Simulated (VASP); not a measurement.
# NaCl (I4/mmm) in VASP: notebook, part 2 of 2

VASP 6.6.1. Earlier steps stand in the parts before.

### Step 3. Single point, PBE (uniaxial_x strain +3.3%)

INCAR reads:

```
PREC = Accurate ; ENCUT = 520
EDIFF = 1E-7 ; ISMEAR = -1
SIGMA = 0.02 ; LREAL = F
LASPH = T ; NELM = 100
ALGO = Normal ; ISIF = 2
LWAVE = F ; LCHARG = F
GGA = PE ; NBANDS = 14
```

KPOINTS reads:

```
regular mesh
0
Gamma
  8 8 8
```

POSCAR reads:

```
NaCl
1.0
    0.0000000000      2.8026988303      2.8026988303
    2.8949076219      0.0000000000      2.8026988303
    2.8949076219      2.8026988303      0.0000000000
Na Cl
1 1
Direct
    0.0000000000      0.0000000000      0.0000000000
    0.5000000000      0.5000000000      0.5000000000
```

Potentials or basis: VASP PAW PBE potentials, release 64 (Na_pv, Cl).

Launch:

```
$ cat potpaw_PBE.64/Na_pv/POTCAR potpaw_PBE.64/Cl/POTCAR > POTCAR
$ mpirun -np 1 vasp_std > vasp.out
```

OUTCAR:

```text
PREC = Accurate
   ENCUT = 520
   EDIFF = 1E-7
   ISMEAR = -1
   LREAL = F
   LASPH = T
   NELM = 100
   ISIF = 2
   GGA = PE

 ion  position               nearest neighbor table
   1  0.000  0.000  0.000-
   2  0.500  0.500  0.500-

  LATTYP: Found a body centered tetragonal cell.
 ALAT       =     3.9636146971
 C/A-ratio  =     1.4607411886

  Lattice vectors:

 A1 = (   2.8949076219,   0.0000000000,   2.8026988303)
 A2 = (   2.8949076219,   0.0000000000,  -2.8026988303)
 A3 = (  -2.8949076219,   2.8026988303,   0.0000000000)

Analysis of symmetry for initial positions (statically):
=====================================================================
 Subroutine PRICEL returns:
 Original cell was already a primitive cell.

 Routine SETGRP: Setting up the symmetry group for a
 body centered tetragonal supercell.

 Subroutine GETGRP returns: Found 16 space group operations
 (whereof 16 operations were pure point group operations)
 out of a pool of 16 trial point group operations.

The static configuration has the point symmetry D_4h.

Analysis of symmetry for dynamics (positions and initial velocities):
=====================================================================
 Subroutine PRICEL returns:
 Original cell was already a primitive cell.

 Routine SETGRP: Setting up the symmetry group for a
 body centered tetragonal supercell.

 Subroutine GETGRP returns: Found 16 space group operations
 (whereof 16 operations were pure point group operations)
 out of a pool of 16 trial point group operations.

The dynamic configuration has the point symmetry D_4h.

 Subroutine INISYM returns: Found 16 space group operations
 (whereof 16 operations are pure point group operations),
 and found     1 'primitive' translations

[... 121 lines left out ...]
   AEXX    =    0.0000 exact exchange contribution
   IVDW    =     0    specifies the selected vdW correction
   LEPSILON=     F    determine dielectric tensor
   LRPA    =     F    only Hartree local field effects (RPA)
 non-spin polarized calculation
  energy-cutoff  :      520.00
  volume of cell :       45.48
 maximum number of plane-waves:      1255
 NGX is ok and might be reduce to    30
   NGX = 15   NGY = 15   NGZ = 15

 number of electron      13.9999994 magnetization

 Free energy of the ion-electron system (eV)
  ---------------------------------------------------
  ext. energy  EPLUGINS =         0.00000000
  ---------------------------------------------------
  free energy    TOTEN  =        -6.77324507 eV

  energy without entropy =       -6.77324507  energy(sigma->0) =       -6.77324507

 E-fermi :  -0.3793     XC(G=0):  -8.1053

 val. band max:       -0.7972392078   @ k =   0.0000   0.0000   0.0000
 cond. band min:       4.2432915269   @ k =   0.0000   0.0000   0.0000
 fundamental gap:      5.0405307347
 Fermi energy:        -0.3792628497

 k-point     1 :       0.0000    0.0000    0.0000
  band No.  band energies     occupation
      1     -21.6581      2.00000
      2     -21.6525      2.00000
      3     -21.6525      2.00000
      4     -13.4408      2.00000
      5      -0.8201      2.00000
      6      -0.8201      2.00000
      7      -0.7972      2.00000
      8       4.2433      0.00000
      9      10.1388      0.00000
     10      10.3800      0.00000
     11      10.3800      0.00000
     12      12.2382      0.00000
     13      12.6321      0.00000
     14      14.0294      0.00000
[... 377 lines left out ...]
      1     -21.6715      2.00000
      2     -21.6614      2.00000
      3     -21.6530      2.00000
      4     -13.2129      2.00000
      5      -2.1396      2.00000
      6      -1.1866      2.00000
      7      -0.9603      2.00000
      8       6.3502      0.00000
      9       8.8835      0.00000
     10       9.9954      0.00000
     11      10.8590      0.00000
     12      12.0479      0.00000
     13      13.7563      0.00000
     14      15.3747      0.00000

 [... further k-points ...]

------------------------ aborting loop because EDIFF is reached ----------------------------------------

  FORCE on cell =-STRESS in cart. coord.  units (eV):
  Direction    XX          YY          ZZ          XY          YZ          ZX
  --------------------------------------------------------------------------------------
  -------------------------------------------------------------------------------------
  Total       -0.1088065      0.2313386      0.2313386      0.0000000      0.0000000      0.0000000
  in kB       -3.8330791      8.1496907      8.1496907      0.0000000      0.0000000      0.0000000
  external PRESSURE =       4.1554341 kB  Pullay stress =       0.0000000 kB

 VOLUME and BASIS-vectors are now :
 -----------------------------------------------------------------------------
  energy-cutoff  :      520.00
  volume of cell :       45.48
      direct lattice vectors                 reciprocal lattice vectors
     0.000000000  2.802698830  2.802698830    -0.172717083  0.178399475  0.178399475
     2.894907622  0.000000000  2.802698830     0.172717083 -0.178399475  0.178399475
     2.894907622  2.802698830  0.000000000     0.172717083  0.178399475 -0.178399475

 POSITION                                       TOTAL-FORCE (eV/Angst)
 -----------------------------------------------------------------------------------
      0.00000      0.00000      0.00000         0.000000     -0.000000      0.000000
      2.89491      2.80270      2.80270         0.000000      0.000000     -0.000000
 -----------------------------------------------------------------------------------
    total drift:                               -0.000000      0.000000      0.000000

  FREE ENERGIE OF THE ION-ELECTRON SYSTEM (eV)
  ---------------------------------------------------
  free  energy   TOTEN  =        -6.7732450710 eV

  energy  without entropy=       -6.7732450710  energy(sigma->0) =       -6.77324507
```

OSZICAR:

```text
N       E                     dE             d eps       ncg     rms          rms(c)
DAV:   1     0.103017831261E+03    0.10302E+03   -0.70283E+03  1652   0.100E+03
DAV:   2     0.163520519425E+01   -0.10138E+03   -0.93490E+02  1804   0.272E+02
DAV:   3    -0.682973934940E+01   -0.84649E+01   -0.84119E+01  2186   0.727E+01
DAV:   4    -0.697176501888E+01   -0.14203E+00   -0.14197E+00  1946   0.103E+01
DAV:   5    -0.697478374690E+01   -0.30187E-02   -0.30186E-02  2176   0.151E+00    0.215E+00
DAV:   6    -0.677907249376E+01    0.19571E+00   -0.32783E-01  2070   0.328E+00    0.160E+00
DAV:   7    -0.676740711799E+01    0.11665E-01   -0.82214E-02  2184   0.163E+00    0.109E+00
DAV:   8    -0.677324167422E+01   -0.58346E-02   -0.10100E-02  1856   0.857E-01    0.295E-01
DAV:   9    -0.677312886090E+01    0.11281E-03   -0.21814E-04  2132   0.113E-01    0.164E-01
DAV:  10    -0.677325640688E+01   -0.12755E-03   -0.34705E-04  1910   0.141E-01    0.705E-02
DAV:  11    -0.677324467028E+01    0.11737E-04   -0.20546E-05  2156   0.409E-02    0.167E-02
DAV:  12    -0.677324467284E+01   -0.25630E-08   -0.26056E-06  1976   0.145E-02    0.143E-03
DAV:  13    -0.677324525210E+01   -0.57925E-06   -0.31821E-07  2048   0.384E-03    0.314E-03
DAV:  14    -0.677324507110E+01    0.18099E-06   -0.41269E-08  1462   0.112E-03    0.402E-04
DAV:  15    -0.677324507102E+01    0.81855E-10   -0.28060E-09  1132   0.495E-04
   1 F= -.67732451E+01 E0= -.67732451E+01  d E =-.460869E-11
```

stdout:

```text
POSCAR found type information on POSCAR NaCl
 POSCAR found :  2 types and       2 ions
 scaLAPACK will be used
 LDA part: xc-table for (Slater+PW92), standard interpolation
 POSCAR, INCAR and KPOINTS ok, starting setup
 FFT: planning ... GRIDC
 FFT: planning ... GRID_SOFT
 FFT: planning ... GRID
 WAVECAR not read
 entering main loop
```

Wall time 34 s (1 thread of Intel Xeon Platinum 8259CL at 2.50GHz (Skylake/Cascade Lake), shared host); peak memory 0.18 GiB.

Results:

```
Free energy            : -6.7732 eV
Pressure               : 0.4 GPa
Band gap on the k mesh : 5.04 eV, direct
```

Levels at points of the mesh, in eV from the valence-band top:
| k point | band 5 | band 6 | band 7 | band 8 | band 9 | band 10 |
| --- | --- | --- | --- | --- | --- | --- |
| (0.00, 0.00, 0.00) | -0.02 | -0.02 | 0.00 | 5.04 | 10.94 | 11.18 |
| (0.50, 0.00, 0.00) | -1.90 | -0.29 | -0.25 | 7.23 | 10.49 | 10.78 |
| (0.50, 0.50, 0.00) | -1.63 | -0.67 | -0.57 | 7.48 | 8.04 | 11.31 |
| (0.00, 0.50, 0.50) | -1.65 | -0.55 | -0.55 | 7.49 | 8.16 | 11.00 |

A k mesh can miss the band edges.
